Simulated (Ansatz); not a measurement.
## Ti2O: changing the functional

```cif
data_structure
_symmetry_space_group_name_H-M 'P-3m1'
_symmetry_Int_Tables_number 164
_cell_length_a 2.9194
_cell_length_b 2.9194
_cell_length_c 4.7130
_cell_angle_alpha 90.000
_cell_angle_beta 90.000
_cell_angle_gamma 120.000
_cell_volume 34.79
loop_
_atom_site_label
_atom_site_type_symbol
_atom_site_symmetry_multiplicity
_atom_site_Wyckoff_symbol
_atom_site_fract_x
_atom_site_fract_y
_atom_site_fract_z
_atom_site_occupancy
Ti1 Ti 2 d 0.33333 0.66667 0.72126 1
O1 O 1 a 0.00000 0.00000 0.00000 1
```

Kept alike: task equation of state; k mesh 10 × 10 × 6; occupations fermi-dirac, width 0.05 eV; no spin polarisation. Program: Ansatz, Ansatz PAW. Cutoffs run from 420 to 500 eV. The mesh is that of the run's cell of 3 atoms. No spin-orbit coupling.

```csv
functional,volume (Å³/atom),bulk modulus (GPa)
LDA,11.498,214.2
PBEsol,11.846,198.7
r2SCAN,12.092,197.4
```

Volume and modulus come from cells scaled at fixed shape and fractions; off cubic symmetry such a modulus can lie above the relaxed one. All rows use potentials made for PBE.

The volume runs from 11.498 (LDA) to 12.092 Å³/atom (r2SCAN). The bulk modulus runs from 197.4 (r2SCAN) to 214.2 GPa (LDA).
